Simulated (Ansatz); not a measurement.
# Si: the γ surface of a lattice plane

How does the energy of Si (Fd-3m, No. 227; 12 atoms in the cell) change over two coordinates at once? A grid of runs gives the map.

Computed with Ansatz 0.2.0 (DFT PBE, scalar-relativistic, plane waves, PAW, unless a step's input says otherwise).

2 further runs of the same task are left out: 2 set aside as unsound or not needed.

### 1 The starting structure

Symmetry: Fd-3m, No. 227, cubic system. Conventional cell: a = 5.470 Å, b = 5.470 Å, c = 5.470 Å, α = 90.00°, β = 90.00°, γ = 90.00°. Si (site symmetry -43m) has 4 Si at 2.37 Å as nearest neighbours.

As a file:

```cif
data_structure
_symmetry_space_group_name_H-M 'Fd-3m:1'
_symmetry_Int_Tables_number 227
_cell_length_a 5.4695
_cell_length_b 5.4695
_cell_length_c 5.4695
_cell_angle_alpha 90.000
_cell_angle_beta 90.000
_cell_angle_gamma 90.000
_cell_volume 163.62
loop_
_atom_site_label
_atom_site_type_symbol
_atom_site_symmetry_multiplicity
_atom_site_Wyckoff_symbol
_atom_site_fract_x
_atom_site_fract_y
_atom_site_fract_z
_atom_site_occupancy
Si1 Si 8 a 0.50000 0.00000 0.50000 1
```

It is the result of an earlier relaxation at this level (volume 20.45 Å³/atom; gap on the mesh: 0.62 eV).

### 3 The grid

Gamma surface: rigid slide across a plane, one fault a cell; the plane is (0 1 1) of the conventional cell.

The axes are (1) slide along a1: 8 values from 0.000 to 0.875, periodic; (2) slide along a2: 8 values from 0.000 to 0.875, periodic.

Nothing else is relaxed (rigid halves, spacing across the cut fixed). Energies count from the perfect crystal.

The two vectors of the plane (Å): (5.470, 0.000, 0.000); (0.000, 2.735, -2.735).

(The set-up runs are not shown.)

### 4 Grid point (0/8, 2/8) of the map's two axes

The input, input.yaml:

```yaml
crystal:
  lattice:
    - [5.4695214896, 0.0, 0.0]
    - [0.0, 2.7347607448, -2.7347607448]
    - [0.0, 8.8879724207, 7.5205920483]
  atoms:
    - { symbol: Si, position: [0.5, -0.0624958333, 0.2499833333] }
    - { symbol: Si, position: [0.0, 0.3958375, 0.41665] }
    - { symbol: Si, position: [0.5, -0.1458291667, 0.5833166667] }
    - { symbol: Si, position: [0.0, 0.3125041667, 0.7499833333] }
    - { symbol: Si, position: [0.5, -0.2291625, 0.91665] }
    - { symbol: Si, position: [0.0, 0.4791708333, 0.0833166667] }
    - { symbol: Si, position: [0.75, -0.1041625, 0.41665] }
    - { symbol: Si, position: [0.25, 0.3541708333, 0.5833166667] }
    - { symbol: Si, position: [0.75, -0.1874958333, 0.7499833333] }
    - { symbol: Si, position: [0.25, 0.2708375, 0.91665] }
    - { symbol: Si, position: [0.75, -0.0208291667, 0.0833166667] }
    - { symbol: Si, position: [0.25, 0.4375041667, 0.2499833333] }
basis:
  ecutwfc: 420
kpoints:
  mp_grid: { grid: [5, 7, 3] }
hamiltonian:
  xc: pbe
  pseudopotentials: { kind: paw, azcp: { folder: soft_1 } }
scf:
  occupations: { method: gaussian, width: 0.05 }
output:
  forces: true
  stress: true
  eigenvalues: true
  write_density: true
  write_potential: true
  elf: true
  volumetric_format: npy
```

Launch:

```sh
> ansatz run input.yaml --threads 2 --pin off --max-ram 4096MiB --backend cpu --events-out ev --progress --plain --runs-dir out
```

The session goes on with these runs: the other points that were computed.

Before running it: what results should come out? Wanted: lowest point; highest computed point; pressure.

**Answer**, as computed:

```
              quantity                                                                                                         value
          lowest point                                                                    (0/8, 0/8) of the map's two axes, 0 meV/Å²
highest computed point                                                 (3/8, 0/8) of the map's two axes, 203 meV/Å² above the lowest
        pressure (GPa)  −1.3 at (0/8, 4/8) of the map's two axes to 7.9 at (4/8, 4/8) of the map's two axes; 0.0 at the lowest point
   time for all points                                                                              12 min on 2 threads, shared host
```

In words: The lowest computed point is at (0/8, 0/8) of the map's two axes, which is the perfect crystal itself. A higher local minimum lies near (4/8, 2/8) of the map's two axes (109 meV/Å² above the lowest at that grid point). These are metastable stacking faults of the rigid slide. The highest computed point, (3/8, 0/8) of the map's two axes, lies 203 meV/Å² above the lowest. On the interpolated surface the easiest way out of the lowest well to its copy in the next cell or period passes a barrier of about 130 meV/Å². The gap closes in part of the range. A rigid map gives upper bounds: relaxing the other coordinates can only lower a point.

These are semilocal Kohn-Sham gaps, which aren't the measured quantity. Such gaps usually fall short of the measured ones.
